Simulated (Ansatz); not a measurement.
# BeTe (F-43m) at 2 levels of theory

One geometry, relaxed with PBE; plane waves with PAW potentials in Ansatz, scalar-relativistic. No spin polarisation. Gaps are the least over mesh and band path; pressure is positive in compression, and isn't given for hybrids.

Space group F-43m (No. 216). a = 5.664 Å, b = 5.664 Å, c = 5.664 Å, α = 90.00°, β = 90.00°, γ = 90.00°
```tsv
atom	site	symmetry	x	y	z
Be	4a	-43m	0.0000	0.0000	0.0000
Te	4c	-43m	0.2500	0.2500	0.2500
```

```
level  cutoff (eV)  k mesh  gap (eV)  pressure (GPa)
  PBE          420   8×8×8      2.03             0.0
```

Question: What comes out on the same cell with HSE06?

Answer:
```tsv
level	cutoff (eV)	k mesh	gap (eV)	pressure (GPa)
HSE06	420	6×6×6	2.70	-
```

Spin-orbit coupling matters for the bands of heavy elements and is left out.

It was relaxed from a cell as deposited in COD.
